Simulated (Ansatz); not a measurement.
# Sb2Te3 (Bi2Te3 type, space group R-3m): energy against volume

Sb$_{2}$Te$_{3}$ (Bi2Te3 type, space group R-3m)

```xyz
5
Lattice="2.1381 1.2344 9.9416 -2.1381 1.2344 9.9416 0.0000 -2.4688 9.9416" Properties=species:S:1:pos:R:3 pbc="T T T"
Sb     0.0000     0.0000    11.9018
Sb     0.0000     0.0000    17.9230
Te     0.0000     0.0000     0.0000
Te     0.0000     0.0000     6.2682
Te     0.0000     0.0000    23.5567
```

E(V) scan at fixed shape, V₀ the volume above. The atoms relax within the cell's symmetry.

The numbers are results of PBE-D3(BJ) (plane waves to 420 eV, PAW, scalar-relativistic; Ansatz, a program for electronic structure), not measurements. k mesh 9×9×9 (Γ-centred), Fermi-Dirac smearing 0.05 eV. Energies are smeared free energies. Stress and pressure are positive under compression. With the shape held, the modulus is that of even scaling; a crystal free to change shape is softer. Sb2Te3 was relaxed with its symmetry unable to fall. Spin-orbit coupling is left out, though Sb and Te are heavy. The zero of ΔE is the relaxed starting cell.

```json
[
 {"V (Å³/cell)": "141.69", "ΔE (meV/atom)": "52", "P (GPa)": "5.9"},
 {"V (Å³/cell)": "144.31", "ΔE (meV/atom)": "35", "P (GPa)": "4.7"},
 {"V (Å³/cell)": "146.93", "ΔE (meV/atom)": "21", "P (GPa)": "3.5"},
 {"V (Å³/cell)": "149.56", "ΔE (meV/atom)": "11", "P (GPa)": "2.5"},
 {"V (Å³/cell)": "152.18", "ΔE (meV/atom)": "5", "P (GPa)": "1.5"},
 {"V (Å³/cell)": "154.80", "ΔE (meV/atom)": "1", "P (GPa)": "0.7"},
 {"V (Å³/cell)": "157.43", "ΔE (meV/atom)": "0", "P (GPa)": "0.0"},
 {"V (Å³/cell)": "160.05", "ΔE (meV/atom)": "1", "P (GPa)": "-0.6"},
 {"V (Å³/cell)": "162.68", "ΔE (meV/atom)": "4", "P (GPa)": "-1.2"},
 {"V (Å³/cell)": "165.30", "ΔE (meV/atom)": "9", "P (GPa)": "-1.7"},
 {"V (Å³/cell)": "167.92", "ΔE (meV/atom)": "15", "P (GPa)": "-2.1"},
 {"V (Å³/cell)": "170.55", "ΔE (meV/atom)": "22", "P (GPa)": "-2.4"},
 {"V (Å³/cell)": "173.17", "ΔE (meV/atom)": "31", "P (GPa)": "-2.7"}
]
```

Read from the data:

The pressure at the smallest volume is 5.9 GPa and the energy cost of the largest compression is 52 meV/atom. The energy cost of the largest expansion comes out as 31 meV/atom. The bulk modulus at fixed cell shape B₀ (third-order Birch-Murnaghan fit) comes out as 40.3 GPa and the pressure derivative B₀′ (fit) comes out as 6.7. The equilibrium volume of the fit is 31.49 Å³/atom and the pressure for 5 % compression (fit) is 2.5 GPa.

The 13 points together took roughly 22 core-minutes.

(A scan under strain: stresses follow from slopes of the energy per volume, elastic moduli from its curvatures.)
